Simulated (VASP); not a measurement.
# SnSe in VASP: a series of runs

The runs below take SnSe through single point, with HSE06.

Program: VASP 6.6.1. These are calculated values, not measurements. Logs are shortened: lines on timing, memory, paths and dates and some standing lists are left out, and cuts for length are marked.

## (1) The structure

The cell holds a slab with vacuum, 4 atoms: a = 4.285 Å, b = 4.285 Å, c = 10.991 Å, α = 90.00°, β = 90.00°, γ = 90.00°.

## (2) Single point, HSE06

POSCAR

```
SnSe
1.0
    4.2853274191      0.0000000000      0.0000000000
    0.0000000000      4.2853274191      0.0000000000
    0.0000000000      0.0000000000     10.9906921300
Sn Se
2 2
Direct
    0.0000000000      0.5000000000      0.6277708900
    0.5000000000      0.0000000000      0.3722291100
    0.0000000000      0.5000000000      0.3839605100
    0.5000000000      0.0000000000      0.6160394900
```

INCAR.step1

```
SYSTEM = SnSe
PREC = Accurate
ENCUT = 350
EDIFF = 1E-5
ISMEAR = 0
SIGMA = 0.01
LREAL = .FALSE.
LASPH = .TRUE.
NELM = 100
ALGO = Normal
ISIF = 2
LWAVE = .TRUE.
LCHARG = .FALSE.
NKRED = 1
NBANDS = 28
GGA = PE
```

INCAR.step2

```
SYSTEM = SnSe
PREC = Accurate
ENCUT = 350
EDIFF = 1E-6
ISMEAR = 0
SIGMA = 0.01
LREAL = .FALSE.
LASPH = .TRUE.
NELM = 100
ALGO = Normal
ISIF = 2
LWAVE = .FALSE.
LCHARG = .FALSE.
GGA = PE
LHFCALC = .TRUE.
HFSCREEN = 0.2
PRECFOCK = Low
NKRED = 1
NBANDS = 28
ISTART = 1
```

KPOINTS

```
regular mesh
0
G
  3 3 1
  0 0 0
```

Potentials or basis: VASP PAW PBE potentials, release 64 (Sn_d, Se).

Launch:

```sh
$ cat potpaw_PBE.64/Sn_d/POTCAR potpaw_PBE.64/Se/POTCAR > POTCAR
$ cp INCAR.step1 INCAR
$ mpirun -np 1 vasp_std > vasp.out
$ cp INCAR.step2 INCAR
$ mpirun -np 1 vasp_std > vasp.out
```

OUTCAR:

```text
SYSTEM = SnSe
   PREC = Accurate
   ENCUT = 350
   EDIFF = 1E-6
   ISMEAR = 0
   LREAL = .FALSE.
   LASPH = .TRUE.
   NELM = 100
   ISIF = 2
   GGA = PE
   LHFCALC = .TRUE.
   HFSCREEN = 0.2
   PRECFOCK = Low
   NKRED = 1
   ISTART = 1

 Found      3 irreducible k-points:

 Following reciprocal coordinates:
            Coordinates               Weight
  0.000000  0.000000  0.000000      1.000000
  0.333333  0.000000  0.000000      4.000000
  0.333333  0.333333  0.000000      4.000000
   k-points           NKPTS =      3   k-points in BZ     NKDIM =      9   number of bands    NBANDS=     28
   number of dos      NEDOS =    301   number of ions     NIONS =      4
   total plane-waves  NPLWV =  54880
   dimension x,y,z NGX =    28 NGY =   28 NGZ =   70
   dimension x,y,z NGXF=    56 NGYF=   56 NGZF=  140
   ions per type =               2   2
   NGX,Y,Z   is equivalent  to a cutoff of  10.86, 10.86, 10.59 a.u.
   NGXF,Y,Z  is equivalent  to a cutoff of  21.72, 21.72, 21.18 a.u.
 SYSTEM =  SnSe
   PREC   = accura    normal or accurate (medium, high low for compatibility)
   ISTART =      1    job   : 0-new  1-cont  2-samecut
   ICHARG =      0    charge: 1-file 2-atom 10-const
   ISPIN  =      1    spin polarized calculation?
   LNONCOLLINEAR =      F non collinear calculations
   LSORBIT =      F    spin-orbit coupling
   LASPH  =      T    aspherical Exc in radial PAW
   ENCUT  =  350.0 eV  25.72 Ry    5.07 a.u.   6.54  6.54 16.77*2*pi/ulx,y,z
   NELM   =    100;   NELMIN=  2; NELMDL=  0     # of ELM steps
   EDIFF  = 0.1E-05   stopping-criterion for ELM
   LREAL  =      F    real-space projection
   EDIFFG = 0.1E-04   stopping-criterion for IOM
   NSW    =      0    number of steps for IOM
   IBRION =     -1    ionic relax: 0-MD 1-quasi-New 2-CG
   NFREE  =      0    steps in history (QN), initial steepest desc. (CG)
   ISIF   =      2    stress and relaxation
   ISYM   =      3    0-nonsym 1-usesym 2-fastsym
   POTIM  = 0.5000    time-step for ionic-motion
   TEBEG  =    0.0;   TEEND  =   0.0 temperature during run
   PSTRESS=    0.0 pullay stress
   NELECT =      40.0000    total number of electrons
   NUPDOWN=      -1.0000    fix difference up-down
   EMIN   =  10.00;   EMAX   =-10.00  energy-range for DOS
   EFERMI =   0.00;   METHOD = LEGACY
   ISMEAR =     0;   SIGMA  =   0.01  broadening in eV -4-tet -1-fermi 0-gaus
   EFERMI_NEDOS =   21; number of points for ismear=-14 and -15
   IALGO  =     38    algorithm
   IMIX   =      1    mixing-type and parameters
     AMIX     =   0.40;   BMIX     =  1.00
     AMIX_MAG =   1.60;   BMIX_MAG =  1.00
  volume/ion in A,a.u.               =      50.46       340.51
  Fermi-wavevector in a.u.,A,eV,Ry     =   0.954473  1.803693 12.395171  0.911019
  Thomas-Fermi vector in A             =   2.083223
   LORBIT       =      0    0 simple, 1 ext, 2 COOP (PROOUT), +10 PAW based schemes
   GGA     = PE    functional components
   LHFCALC =     T    Hartree Fock is set to
   PRECFOCK=low       Normal, Fast or Accurate (Low or Medium for compatibility)
   ENCUT4O =  -1.0   cutoff for four orbital integrals eV
   NKREDX  =     1    reduce k-point grid by
   NKREDY  =     1    reduce k-point grid by
   NKREDZ  =     1    reduce k-point grid by
   AEXX    =    0.2500 exact exchange contribution
   HFSCREEN=    0.2000 screening length (either q_TF or 0.3 A-1)
   HFSCREENC=   0.2000 screening length for correlation (either q_TF or 0.3 A-1)
   ENCUTFOCK=  -1.0 apply spherical cutoff to Coloumb kernel
   IVDW    =     0    specifies the selected vdW correction
   LEPSILON=     F    determine dielectric tensor
   LRPA    =     F    only Hartree local field effects (RPA)
 non-spin polarized calculation
 Gauss-broadening in eV      SIGMA  =   0.01
  energy-cutoff  :      350.00
  volume of cell :      201.83
 maximum number of plane-waves:      3025
 NGX is ok and might be reduce to    28
  NGX = 14; NGY = 14; NGZ = 36

 number of electron      40.0000021 magnetization

 Free energy of the ion-electron system (eV)
  ---------------------------------------------------
  ext. energy  EPLUGINS =         0.00000000
  ---------------------------------------------------
  free energy    TOTEN  =       -19.52635526 eV

  energy without entropy =      -19.52635526  energy(sigma->0) =      -19.52635526

 E-fermi :   0.3542     XC(G=0):  -5.1090

 val. band max:        0.2777954335   @ k =   0.3333   0.0000   0.0000
 cond. band min:       2.3146407474   @ k =   0.3333   0.0000   0.0000
 fundamental gap:      2.0368453139
 Fermi energy:         0.3541835282

 k-point     1 :       0.0000    0.0000    0.0000
  band No.  band energies     occupation
      1     -22.9727      2.00000
      2     -22.9684      2.00000
      3     -22.9656      2.00000
      4     -22.9629      2.00000
      5     -22.9570      2.00000
      6     -22.9267      2.00000
[... 20 lines left out ...]
     27       6.7413      0.00000
     28       6.9951      0.00000

 k-point     2 :       0.3333    0.0000    0.0000
  band No.  band energies     occupation
      1     -22.9775      2.00000
      2     -22.9743      2.00000
      3     -22.9612      2.00000
      4     -22.9579      2.00000
      5     -22.9434      2.00000
      6     -22.9288      2.00000
[... 20 lines left out ...]
     27       5.7402      0.00000
     28       7.3823      0.00000

 k-point     3 :       0.3333    0.3333    0.0000
  band No.  band energies     occupation
      1     -22.9877      2.00000
      2     -22.9868      2.00000
      3     -22.9514      2.00000
      4     -22.9501      2.00000
      5     -22.9331      2.00000
      6     -22.9274      2.00000
[... 20 lines left out ...]
     27       6.3185      0.00000
     28       7.1278      0.00000

------------------------ aborting loop because EDIFF is reached ----------------------------------------

  FORCE on cell =-STRESS in cart. coord.  units (eV):
  Direction    XX          YY          ZZ          XY          YZ          ZX
  --------------------------------------------------------------------------------------
  -------------------------------------------------------------------------------------
  Total       -0.8074831     -0.8074831      0.6072614      0.0000000      0.0000000      0.0000000
  in kB       -6.4098956     -6.4098956      4.8205121      0.0000000      0.0000000      0.0000000
  external PRESSURE =      -2.6664264 kB  Pullay stress =       0.0000000 kB

 VOLUME and BASIS-vectors are now :
 -----------------------------------------------------------------------------
  energy-cutoff  :      350.00
  volume of cell :      201.83
      direct lattice vectors                 reciprocal lattice vectors
     4.285327419  0.000000000  0.000000000     0.233354398  0.000000000  0.000000000
     0.000000000  4.285327419  0.000000000     0.000000000  0.233354398  0.000000000
     0.000000000  0.000000000 10.990692130     0.000000000  0.000000000  0.090986081

 POSITION                                       TOTAL-FORCE (eV/Angst)
 -----------------------------------------------------------------------------------
      0.00000      2.14266      6.89964        -0.000000      0.000000      0.058378
      2.14266      0.00000      4.09106         0.000000      0.000000     -0.058378
      0.00000      2.14266      4.21999         0.000000     -0.000000     -0.365053
      2.14266      0.00000      6.77070         0.000000     -0.000000      0.365053
 -----------------------------------------------------------------------------------
    total drift:                                0.000000      0.000000      0.000000

  FREE ENERGIE OF THE ION-ELECTRON SYSTEM (eV)
  ---------------------------------------------------
  free  energy   TOTEN  =       -19.5263552552 eV

  energy  without entropy=      -19.5263552552  energy(sigma->0) =      -19.52635526
```

Run time: 45 s. Hardware: 1 thread of Intel Xeon 6975P-C (Granite Rapids), shared host; peak memory 0.32 GiB.

The run converged, but some of its settings lie outside the range that counts as converged, so its numbers aren't taken as properties of the slab.

What came out:

```
Free energy            : -19.5264 eV
Largest force          : 0.365 eV/Å
Band gap on the k mesh : 2.04 eV, direct
```

Caveat: the k mesh is coarse (spacing up to 0.49 Å⁻¹), so the values aren't converged, least of all with exact exchange; the PAW data sets were made with another functional, which shifts forces and pressure a little; spin-orbit coupling is left out, which moves the levels of the heavy elements.

## (3) Single point, HSE06

POSCAR is that of step 2.

INCAR.step1 is that of step 2.

INCAR.step2, as its differences from that of step 2:

```diff
@@ -16,3 +16,3 @@
 HFSCREEN = 0.2
-PRECFOCK = Low
+PRECFOCK = Accurate
 NKRED = 1
```

KPOINTS is that of step 2.

Potentials or basis: VASP PAW PBE potentials, release 64 (Sn_d, Se).

Launch:

```sh
$ cat potpaw_PBE.64/Sn_d/POTCAR potpaw_PBE.64/Se/POTCAR > POTCAR
$ cp INCAR.step1 INCAR
$ mpirun -np 1 vasp_std > vasp.out
$ cp INCAR.step2 INCAR
$ mpirun -np 1 vasp_std > vasp.out
```

It took 3.7 min on 1 thread of Intel Xeon 6975P-C (Granite Rapids), shared host; peak memory 0.38 GiB.

The run converged, but some of its settings lie outside the range that counts as converged, so its numbers aren't taken as properties of the slab.

Results:

```
Free energy            : -19.5568 eV
Largest force          : 0.369 eV/Å
Band gap on the k mesh : 2.04 eV, direct
```

Caveat: the k mesh is coarse (spacing up to 0.49 Å⁻¹), so the values aren't converged, least of all with exact exchange; the PAW data sets were made with another functional, which shifts forces and pressure a little; spin-orbit coupling is left out, which moves the levels of the heavy elements.

## (4) Single point, HSE06

POSCAR is that of step 3.

INCAR.step1, as its differences from that of step 3:

```diff
@@ -2,3 +2,3 @@
 PREC = Accurate
-ENCUT = 350
+ENCUT = 500
 EDIFF = 1E-5
```

INCAR.step2, as its differences from that of step 3:

```diff
@@ -2,3 +2,3 @@
 PREC = Accurate
-ENCUT = 350
+ENCUT = 500
 EDIFF = 1E-6
@@ -16,3 +16,3 @@
 HFSCREEN = 0.2
-PRECFOCK = Accurate
+PRECFOCK = Fast
 NKRED = 1
```

KPOINTS is that of step 3.

Launch:

```sh
$ cat potpaw_PBE.64/Sn_d/POTCAR potpaw_PBE.64/Se/POTCAR > POTCAR
$ cp INCAR.step1 INCAR
$ mpirun -np 1 vasp_std > vasp.out
$ cp INCAR.step2 INCAR
$ mpirun -np 1 vasp_std > vasp.out
```

Wall time 86 s (1 thread of Intel Xeon 6975P-C (Granite Rapids), shared host); peak memory 0.36 GiB.

These settings aren't checked as converged: the numbers below hold their error.

Results:

| Quantity | Value |
| --- | --- |
| Free energy | -19.5621 eV |
| Largest force | 0.369 eV/Å |
| Band gap on the k mesh | 2.04 eV, direct |

Caveat: the k mesh is coarse (spacing up to 0.49 Å⁻¹), so the values aren't converged, least of all with exact exchange; the PAW data sets were made with another functional, which shifts forces and pressure a little; spin-orbit coupling is left out, which moves the levels of the heavy elements.

## (5) Single point, HSE06

POSCAR is that of step 4.

INCAR.step1, as its differences from that of step 4:

```diff
@@ -2,3 +2,3 @@
 PREC = Accurate
-ENCUT = 500
+ENCUT = 400
 EDIFF = 1E-5
```

INCAR.step2, as its differences from that of step 4:

```diff
@@ -2,3 +2,3 @@
 PREC = Accurate
-ENCUT = 500
+ENCUT = 400
 EDIFF = 1E-6
```

KPOINTS

```
regular mesh
0
G
  3 3 2
  0 0 0
```

Launch:

```sh
$ cat potpaw_PBE.64/Sn_d/POTCAR potpaw_PBE.64/Se/POTCAR > POTCAR
$ cp INCAR.step1 INCAR
$ mpirun -np 1 vasp_std > vasp.out
$ cp INCAR.step2 INCAR
$ mpirun -np 1 vasp_std > vasp.out
```

Wall time 2.7 min (1 thread of Intel Xeon 6975P-C (Granite Rapids), shared host); peak memory 0.34 GiB.

The run converged, but some of its settings lie outside the range that counts as converged, so its numbers aren't taken as properties of the slab.

What came out:

```yaml
Free_energy: -19.5455 eV
Largest_force: 0.365 eV/Å
Band_gap_on_the_k_mesh: 2.03 eV, direct
```

Caveat: the k mesh is coarse (spacing up to 0.49 Å⁻¹), so the values aren't converged, least of all with exact exchange; the PAW data sets were made with another functional, which shifts forces and pressure a little; spin-orbit coupling is left out, which moves the levels of the heavy elements.

## (6) Single point, HSE06

POSCAR is that of step 5.

INCAR.step1, as its differences from that of step 5:

```diff
@@ -2,3 +2,3 @@
 PREC = Accurate
-ENCUT = 400
+ENCUT = 350
 EDIFF = 1E-5
```

INCAR.step2, as its differences from that of step 5:

```diff
@@ -2,3 +2,3 @@
 PREC = Accurate
-ENCUT = 400
+ENCUT = 350
 EDIFF = 1E-6
```

KPOINTS

```
regular mesh
0
G
  4 4 2
  0 0 0
```

Potentials or basis: VASP PAW PBE potentials, release 64 (Sn_d, Se).

Launch:

```sh
$ cat potpaw_PBE.64/Sn_d/POTCAR potpaw_PBE.64/Se/POTCAR > POTCAR
$ cp INCAR.step1 INCAR
$ mpirun -np 1 vasp_std > vasp.out
$ cp INCAR.step2 INCAR
$ mpirun -np 1 vasp_std > vasp.out
```

Wall time 8.9 min (1 thread of Intel Xeon 6975P-C (Granite Rapids), shared host); peak memory 0.35 GiB.

These settings aren't checked as converged: the numbers below hold their error.

Results:

* Free energy: -19.5122 eV
* Largest force: 0.098 eV/Å
* Band gap on the k mesh: 2.17 eV, indirect (least direct gap 2.20 eV)

Caveat: the PAW data sets were made with another functional, which shifts forces and pressure a little; spin-orbit coupling is left out, which moves the levels of the heavy elements.

## (7) Single point, HSE06

POSCAR is that of step 6.

INCAR.step1, as its differences from that of step 6:

```diff
@@ -2,3 +2,3 @@
 PREC = Accurate
-ENCUT = 350
+ENCUT = 400
 EDIFF = 1E-5
```

INCAR.step2, as its differences from that of step 6:

```diff
@@ -2,3 +2,3 @@
 PREC = Accurate
-ENCUT = 350
+ENCUT = 400
 EDIFF = 1E-6
```

KPOINTS is that of step 6.

Launch:

```sh
$ cat potpaw_PBE.64/Sn_d/POTCAR potpaw_PBE.64/Se/POTCAR > POTCAR
$ cp INCAR.step1 INCAR
$ mpirun -np 1 vasp_std > vasp.out
$ cp INCAR.step2 INCAR
$ mpirun -np 1 vasp_std > vasp.out
```

Run time: 8.5 min. Hardware: 1 thread of Intel Xeon 6975P-C (Granite Rapids), shared host; peak memory 0.37 GiB.

These settings aren't checked as converged: the numbers below hold their error.

What came out:

| Quantity | Value |
| --- | --- |
| Free energy | -19.5173 eV |
| Largest force | 0.099 eV/Å |
| Band gap on the k mesh | 2.18 eV, indirect (least direct gap 2.20 eV) |

Caveat: the PAW data sets were made with another functional, which shifts forces and pressure a little; spin-orbit coupling is left out, which moves the levels of the heavy elements.
